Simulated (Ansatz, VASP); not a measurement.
One calculation of Sn, two programs

```
Sn
1.0
    -3.93151    3.93151    3.93151
     3.93151   -3.93151    3.93151
     3.93151    3.93151   -3.93151
Sn
6
Direct
  0.75000 0.25000 0.50000
  0.25000 0.75000 0.50000
  0.50000 0.25000 0.75000
  0.75000 0.50000 0.25000
  0.50000 0.75000 0.25000
  0.25000 0.50000 0.75000
```

Alike in both runs: task single point; functional PBE; k mesh 4 × 4 × 4; occupations gaussian, width 0.1 eV; no spin polarisation.

```csv
,VASP,Ansatz
version,VASP 6.6.1,Ansatz 0.2.0
potentials or method,"VASP PAW PBE potentials, release 64 (Sn_d)","scalar-relativistic, plane waves, PAW"
plane-wave cutoff (eV),520,420
valence electrons in the cell,84,84
```

|  | VASP | Ansatz | Ansatz less VASP |
| --- | --- | --- | --- |
| gap on the k mesh at the Fermi level (eV) | none | none | - |
| pressure (GPa) | 4.8 | 4.8 | +0.05 |

A gap of «none» marks a metal or a gap that the smearing closes. The functional is the same, so the differences come from potentials, cutoffs and numerics.
